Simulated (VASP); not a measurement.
# Bi (Im-3m) in VASP: notebook

Runs on Bi. Level: PBE. Tasks: relaxation of the atoms, relaxation of cell and atoms.

Everything below comes from runs of VASP 6.6.1. Logs are shortened: lines on timing, memory, paths and dates and some standing lists are left out, and cuts for length are marked.

## 1. Starting point

It takes space group Im-3m (No. 229, cubic). The conventional cell has a = 3.963 Å, b = 3.963 Å, c = 3.963 Å, α = 90.00°, β = 90.00°, γ = 90.00°. Bi (site symmetry m-3m) is surrounded by 8 Bi at 3.43 Å.

This isn't the form of Bi at room conditions, which is rhombohedral.

## 2. Relaxation of the atoms, PBE (a relaxed cell with its volume scaled by 1.06)

Contents of INCAR:

```
SYSTEM = Bi
PREC     = Accurate       ! precision mode
ENCUT    = 300            ! plane-wave cutoff, eV
EDIFF    = 1E-7           ! SCF threshold, eV
ISMEAR   = 1              ! smearing method
SIGMA    = 0.1            ! smearing width, eV
LREAL    = .False.        ! projectors in reciprocal space
LASPH    = .True.         ! aspherical terms in the spheres
NELM     = 80             ! most SCF steps
ALGO     = Fast           ! electronic algorithm
ISIF     = 2              ! what is computed and relaxed
LWAVE    = .False.        ! write WAVECAR
LCHARG   = .False.        ! write CHGCAR
GGA      = PE             ! functional
IBRION   = 2              ! ionic algorithm
NSW      = 40             ! ionic steps
EDIFFG   = -0.01          ! ionic threshold
```

Contents of KPOINTS:

```
Automatic mesh
0
Gamma
  7 7 7
  0 0 0
```

Contents of POSCAR:

```
Bi                                      
1.0
   -2.0413676838      2.0413676838      2.0413676838
    2.0413676838     -2.0413676838      2.0413676838
    2.0413676838      2.0413676838     -2.0413676838
  Bi            
     1
Direct
     0.0000000000000000    0.0000000000000000    0.0000000000000000
```

Potentials or basis: VASP PAW PBE potentials, release 64 (Bi).

Launch:

```console
> cat potpaw_PBE.64/Bi/POTCAR > POTCAR
> mpirun -np 1 vasp_std > vasp.out
```

OUTCAR:

```text
SYSTEM = Bi
   PREC = Accurate
   ENCUT = 300
   EDIFF = 1E-7
   ISMEAR = 1
   LREAL = .False.
   LASPH = .True.
   NELM = 80
   ISIF = 2
   GGA = PE
   IBRION = 2
   NSW = 40
   EDIFFG = -0.01

 ion  position               nearest neighbor table
   1  0.000  0.000  0.000-

  LATTYP: Found a body centered cubic cell.
 ALAT       =     4.0827353676

  Lattice vectors:

 A1 = (  -2.0413676838,   2.0413676838,   2.0413676838)
 A2 = (   2.0413676838,  -2.0413676838,   2.0413676838)
 A3 = (   2.0413676838,   2.0413676838,  -2.0413676838)

Analysis of symmetry for initial positions (statically):
=====================================================================
 Subroutine PRICEL returns:
 Original cell was already a primitive cell.

 Routine SETGRP: Setting up the symmetry group for a
 body centered cubic supercell.

 Subroutine GETGRP returns: Found 48 space group operations
 (whereof 48 operations were pure point group operations)
 out of a pool of 48 trial point group operations.

The static configuration has the point symmetry O_h .

Analysis of symmetry for dynamics (positions and initial velocities):
=====================================================================
 Subroutine PRICEL returns:
 Original cell was already a primitive cell.

 Routine SETGRP: Setting up the symmetry group for a
 body centered cubic supercell.

 Subroutine GETGRP returns: Found 48 space group operations
 (whereof 48 operations were pure point group operations)
 out of a pool of 48 trial point group operations.

The dynamic configuration has the point symmetry O_h .

 Subroutine INISYM returns: Found 48 space group operations
 (whereof 48 operations are pure point group operations),
 and found     1 'primitive' translations

----------------------------------------------------------------------------------------

                                     Primitive cell

  volume of cell :      34.0270

  direct lattice vectors                    reciprocal lattice vectors
    -2.041367684  2.041367684  2.041367684     0.000000000  0.244933827  0.244933827
     2.041367684 -2.041367684  2.041367684     0.244933827  0.000000000  0.244933827
     2.041367684  2.041367684 -2.041367684     0.244933827  0.244933827  0.000000000

  length of vectors
     3.535752545  3.535752545  3.535752545     0.346388741  0.346388741  0.346388741

  position of ions in fractional coordinates (direct lattice)
     0.000000000  0.000000000  0.000000000

  ion indices of the primitive-cell ions
   primitive index   ion index
                 1           1

----------------------------------------------------------------------------------------

 KPOINTS: Automatic mesh

Automatic generation of k-mesh.
 Grid dimensions read from file:
 generate k-points for:    7    7    7

 Generating k-lattice:

  Cartesian coordinates                     Fractional coordinates (reciprocal lattice)
     0.000000000  0.034990547  0.034990547     0.142857143  0.000000000  0.000000000
     0.034990547  0.000000000  0.034990547     0.000000000  0.142857143  0.000000000
     0.034990547  0.034990547  0.000000000     0.000000000  0.000000000  0.142857143

  Length of vectors
     0.049484106  0.049484106  0.049484106

  Shift w.r.t. Gamma in fractional coordinates (k-lattice)
     0.000000000  0.000000000  0.000000000

 Subroutine IBZKPT returns following result:
 ===========================================

 Found     20 irreducible k-points:

 Following reciprocal coordinates:
            Coordinates               Weight
  0.000000  0.000000  0.000000      1.000000
  0.142857  0.000000  0.000000     12.000000
  0.285714  0.000000  0.000000     12.000000
  0.428571  0.000000  0.000000     12.000000
  0.142857  0.142857  0.000000     24.000000
  0.285714  0.142857  0.000000     48.000000
[... 12 lines left out ...]
 -0.428571 -0.428571  0.285714      8.000000
 -0.428571  0.428571  0.428571      6.000000
   k-points           NKPTS =     20   k-points in BZ     NKDIM =     20   number of bands    NBANDS=      6
   number of dos      NEDOS =    301   number of ions     NIONS =      1
   total plane-waves  NPLWV =   8000
   dimension x,y,z NGX =    20 NGY =   20 NGZ =   20
   dimension x,y,z NGXF=    40 NGYF=   40 NGZF=   40
   ions per type =               1
   NGX,Y,Z   is equivalent  to a cutoff of   9.40,  9.40,  9.40 a.u.
   NGXF,Y,Z  is equivalent  to a cutoff of  18.81, 18.81, 18.81 a.u.
 SYSTEM =  Bi
   PREC   = accura    normal or accurate (medium, high low for compatibility)
   ISTART =      0    job   : 0-new  1-cont  2-samecut
   ICHARG =      2    charge: 1-file 2-atom 10-const
   ISPIN  =      1    spin polarized calculation?
   LNONCOLLINEAR =      F non collinear calculations
   LSORBIT =      F    spin-orbit coupling
   LASPH  =      T    aspherical Exc in radial PAW
   ENCUT  =  300.0 eV  22.05 Ry    4.70 a.u.   4.99  4.99  4.99*2*pi/ulx,y,z
   NELM   =     80;   NELMIN=  2; NELMDL= -5     # of ELM steps
   EDIFF  = 0.1E-06   stopping-criterion for ELM
   LREAL  =      F    real-space projection
   EDIFFG = -.1E-01   stopping-criterion for IOM
   NSW    =     40    number of steps for IOM
   IBRION =      2    ionic relax: 0-MD 1-quasi-New 2-CG
   NFREE  =      1    steps in history (QN), initial steepest desc. (CG)
   ISIF   =      2    stress and relaxation
   ISYM   =      2    0-nonsym 1-usesym 2-fastsym
   POTIM  = 0.5000    time-step for ionic-motion
   TEBEG  =    0.0;   TEEND  =   0.0 temperature during run
   PSTRESS=    0.0 pullay stress
   NELECT =       5.0000    total number of electrons
   NUPDOWN=      -1.0000    fix difference up-down
   EMIN   =  10.00;   EMAX   =-10.00  energy-range for DOS
   EFERMI =   0.00;   METHOD = LEGACY
   ISMEAR =     1;   SIGMA  =   0.10  broadening in eV -4-tet -1-fermi 0-gaus
   EFERMI_NEDOS =   21; number of points for ismear=-14 and -15
   IALGO  =     68    algorithm
   IMIX   =      4    mixing-type and parameters
     AMIX     =   0.40;   BMIX     =  1.00
     AMIX_MAG =   1.60;   BMIX_MAG =  1.00
  volume/ion in A,a.u.               =      34.03       229.63
  Fermi-wavevector in a.u.,A,eV,Ry     =   0.863887  1.632510 10.154038  0.746301
  Thomas-Fermi vector in A             =   1.981903
   LORBIT       =      0    0 simple, 1 ext, 2 COOP (PROOUT), +10 PAW based schemes
   GGA     = PE    functional components
   LHFCALC =     F    Hartree Fock is set to
   AEXX    =    0.0000 exact exchange contribution
   IVDW    =     0    specifies the selected vdW correction
   LEPSILON=     F    determine dielectric tensor
   LRPA    =     F    only Hartree local field effects (RPA)
 conjugate gradient relaxation of ions
 non-spin polarized calculation
 RMM-DIIS sequential band-by-band and
 Methfessel and Paxton  Order N= 1 SIGMA  =   0.10
  energy-cutoff  :      300.00
  volume of cell :       34.03
 maximum number of plane-waves:       410
   NGX =  9   NGY =  9   NGZ =  9

 number of electron       4.9999999 magnetization

 Free energy of the ion-electron system (eV)
  ---------------------------------------------------
  ext. energy  EPLUGINS =         0.00000000
  ---------------------------------------------------
  free energy    TOTEN  =        -3.69431938 eV

  energy without entropy =       -3.69142770  energy(sigma->0) =       -3.69335549

 E-fermi :   5.6422     XC(G=0):  -9.7100

 val. band max:        5.6279720097   @ k =   0.4286   0.1429   0.0000
 cond. band min:       5.8796150045   @ k =  -0.2857   0.2857   0.2857
 fundamental gap:      0.2516429948
 Fermi energy:         5.6422185894

 k-point     1 :       0.0000    0.0000    0.0000
  band No.  band energies     occupation
      1      -7.2199      2.00000
      2      10.2290      0.00000
      3      10.2290      0.00000
      4      10.2290      0.00000
      5      13.7595      0.00000
      6      16.1685      0.00000

 k-point     2 :       0.1429    0.0000    0.0000
  band No.  band energies     occupation
      1      -6.8921      2.00000
      2       7.5922     -0.00000
      3       9.3929      0.00000
      4       9.9774      0.00000
      5      13.6841      0.00000
      6      14.5851      0.00000

 k-point     3 :       0.2857    0.0000    0.0000
  band No.  band energies     occupation
      1      -5.9770      2.00000
      2       4.0680      2.00000
      3       8.0572      0.00000
      4       9.4058      0.00000
      5      12.1589      0.00000
      6      13.5120      0.00000

 k-point     4 :       0.4286    0.0000    0.0000
  band No.  band energies     occupation
      1      -4.8800      2.00000
      2       1.5493      2.00000
      3       7.2381     -0.00000
      4       8.9716      0.00000
      5      11.4303      0.00000
      6      12.9855      0.00000

 k-point     5 :       0.1429    0.1429    0.0000
  band No.  band energies     occupation
      1      -6.2672      2.00000
      2       5.2650      2.00000
      3       7.8099      0.00000
      4       9.1429      0.00000
      5      13.5072      0.00000
      6      14.1248      0.00000
[... 100 lines left out ...]
 k-point    17 :      -0.2857    0.2857    0.2857
  band No.  band energies     occupation
      1      -4.8444      2.00000
      2       4.2263      2.00000
      3       5.8796     -0.00399
      4       5.8796     -0.00399
      5      10.6660      0.00000
      6      15.6431      0.00000

 k-point    18 :      -0.4286    0.4286    0.2857
  band No.  band energies     occupation
      1      -3.9078      2.00000
      2       2.8595      2.00000
      3       5.0920      2.00000
      4       5.6007      1.63949
      5      10.7356      0.00000
      6      12.9167      0.00000

 k-point    19 :      -0.4286   -0.4286    0.2857
  band No.  band energies     occupation
      1      -3.4745      2.00000
      2       3.4435      2.00000
      3       3.4435      2.00000
      4       5.8875     -0.00285
      5      10.9537      0.00000
      6      10.9537      0.00000

 k-point    20 :      -0.4286    0.4286    0.4286
  band No.  band energies     occupation
      1      -3.1597      2.00000
      2       3.8492      2.00000
      3       4.3091      2.00000
      4       4.3091      2.00000
      5       9.4668      0.00000
      6      10.3377      0.00000

------------------------ aborting loop because EDIFF is reached ----------------------------------------

  FORCE on cell =-STRESS in cart. coord.  units (eV):
  Direction    XX          YY          ZZ          XY          YZ          ZX
  --------------------------------------------------------------------------------------
  -------------------------------------------------------------------------------------
  Total       -0.5609810     -0.5609810     -0.5609810     -0.0000000     -0.0000000      0.0000000
  in kB      -26.4140510    -26.4140510    -26.4140510     -0.0000000     -0.0000000      0.0000000
  external PRESSURE =     -26.4140510 kB  Pullay stress =       0.0000000 kB

 VOLUME and BASIS-vectors are now :
 -----------------------------------------------------------------------------
  energy-cutoff  :      300.00
  volume of cell :       34.03
      direct lattice vectors                 reciprocal lattice vectors
    -2.041367684  2.041367684  2.041367684     0.000000000  0.244933827  0.244933827
     2.041367684 -2.041367684  2.041367684     0.244933827  0.000000000  0.244933827
     2.041367684  2.041367684 -2.041367684     0.244933827  0.244933827  0.000000000

 POSITION                                       TOTAL-FORCE (eV/Angst)
 -----------------------------------------------------------------------------------
      0.00000      0.00000      0.00000        -0.000000      0.000000      0.000000
 -----------------------------------------------------------------------------------
    total drift:                                0.000000      0.000000     -0.000000

  FREE ENERGIE OF THE ION-ELECTRON SYSTEM (eV)
  ---------------------------------------------------
  free  energy   TOTEN  =        -3.6943193790 eV

  energy  without entropy=       -3.6914277040  energy(sigma->0) =       -3.69335549

 reached required accuracy - stopping structural energy minimisation
```

It took 3.7 s on 1 thread of Intel Xeon 6975P-C (Granite Rapids), shared host; peak memory 0.12 GiB.

What came out:

- Free energy: -3.6943 eV
- Pressure after relaxing: -2.6 GPa
- Band gap on the k mesh: none (metal or under the smearing width)

Final structure:
```
Bi
1.0
    -2.04137    2.04137    2.04137
     2.04137   -2.04137    2.04137
     2.04137    2.04137   -2.04137
Bi
1
Direct
  0.00000 0.00000 0.00000
```

Caveat: the relaxation stopped at its first step, so nothing moved; spin-orbit coupling is left out, which moves the levels of the heavy elements.

## 3. Relaxation of cell and atoms, PBE

Contents of INCAR:

```
ALGO = Normal
EDIFF = 1E-6
EDIFFG = -0.01
ENCUT = 600
GGA = PE
IBRION = 2
ISIF = 3
ISMEAR = 1
LASPH = T
LCHARG = F
LREAL = F
LWAVE = F
NELM = 80
NSW = 90
PREC = Accurate
SIGMA = 0.1
```

Contents of KPOINTS:

```
k-points
0
Gamma
  14 14 14
```

Contents of POSCAR:

```
Bi
1.0
   -1.9814305318      1.9814305318      1.9814305318
    1.9814305318     -1.9814305318      1.9814305318
    1.9814305318      1.9814305318     -1.9814305318
Bi
1
Direct
    0.0000000000      0.0000000000      0.0000000000
```

Potentials or basis: VASP PAW PBE potentials, release 64 (Bi_d).

Launch:

```console
> cat potpaw_PBE.64/Bi_d/POTCAR > POTCAR
> mpirun -np 1 vasp_std > vasp.out
```

Run time: 29 s. Hardware: 1 thread of Intel Xeon 6975P-C (Granite Rapids), shared host; peak memory 0.18 GiB.

The run converged. Its results:

```
Free energy                            : -3.7491 eV
Relaxed volume                         : 31.52 Å³/atom
Relaxed cell                           : a = 3.447 Å, b = 3.447 Å, c = 3.447 Å, α = 109.47°, β = 109.47°, γ = 109.47°
Space group after relaxing (to 0.05 Å) : Im-3m (No. 229)
Energy gained by relaxing              : 0.9 meV/atom
Ionic steps                            : 3
Pressure after relaxing                : 0.0 GPa
Band gap on the k mesh                 : none (metal or under the smearing width)
```

Step by step:
```tsv
step	energy change (eV)	largest force (eV/Å)	pressure (GPa)	volume (Å³)
1	0.0000	0.0000	0.71	31.12
2	-0.0006	0.0000	-0.35	31.74
3	-0.0009	0.0000	0.01	31.52
```

Final structure:
```
Bi
1.0
    -1.98988    1.98988    1.98988
     1.98988   -1.98988    1.98988
     1.98988    1.98988   -1.98988
Bi
1
Direct
  0.00000 0.00000 0.00000
```

Levels at points of the mesh, in eV from the Fermi level:
| k point | band 4 | band 5 | band 6 | band 7 | band 8 | band 9 | band 10 | band 11 |
| --- | --- | --- | --- | --- | --- | --- | --- | --- |
| (0.00, 0.00, 0.00) | -22.84 | -22.84 | -13.36 | 5.10 | 5.10 | 5.10 | 9.04 | 10.55 |
| (0.50, 0.00, 0.00) | -22.84 | -22.76 | -10.39 | -4.93 | 1.62 | 3.49 | 5.99 | 7.60 |
| (0.50, 0.50, 0.50) | -22.78 | -22.78 | -8.33 | -1.70 | -1.70 | -1.70 | 3.62 | 3.62 |

Caveat: spin-orbit coupling is left out, which moves the levels of the heavy elements.

## 4. Relaxation of cell and atoms, PBE

This run uses another cell than the first one, of 31.52 Å³/atom, 1.013 times its volume.

INCAR, as its differences from that of step 3:

```diff
@@ -1,4 +1,4 @@
 ALGO = Normal
-EDIFF = 1E-6
-EDIFFG = -0.01
+EDIFF = 1E-7
+EDIFFG = -0.005
 ENCUT = 600
```

KPOINTS is that of step 3.

Contents of POSCAR:

```
Bi                                      
1.0
   -1.9898760952      1.9898760952      1.9898760952
    1.9898760952     -1.9898760952      1.9898760952
    1.9898760952      1.9898760952     -1.9898760952
  Bi            
     1
Direct
     0.0000000000000000    0.0000000000000000    0.0000000000000000
```

Launch:

```console
> cat potpaw_PBE.64/Bi_d/POTCAR > POTCAR
> mpirun -np 1 vasp_std > vasp.out
```

Run time: 13 s. Hardware: 1 thread of Intel Xeon 6975P-C (Granite Rapids), shared host; peak memory 0.18 GiB.

Results (log left out):

| Property | Result |
| --- | --- |
| Free energy | -3.7492 eV |
| Pressure after relaxing | 0.0 GPa |
| Band gap on the k mesh | none (metal or under the smearing width) |

Final structure:
```
Bi
1.0
    -1.98988    1.98988    1.98988
     1.98988   -1.98988    1.98988
     1.98988    1.98988   -1.98988
Bi
1
Direct
  0.00000 0.00000 0.00000
```

Levels at points of the mesh, in eV from the Fermi level:
| k point | band 4 | band 5 | band 6 | band 7 | band 8 | band 9 | band 10 | band 11 |
| --- | --- | --- | --- | --- | --- | --- | --- | --- |
| (0.00, 0.00, 0.00) | -22.84 | -22.84 | -13.36 | 5.10 | 5.10 | 5.10 | 9.04 | 10.55 |
| (0.50, 0.00, 0.00) | -22.85 | -22.76 | -10.39 | -4.93 | 1.62 | 3.49 | 5.99 | 7.60 |
| (0.50, 0.50, 0.50) | -22.78 | -22.78 | -8.33 | -1.70 | -1.70 | -1.70 | 3.62 | 3.62 |

Caveat: the relaxation stopped at its first step, so nothing moved; spin-orbit coupling is left out, which moves the levels of the heavy elements.
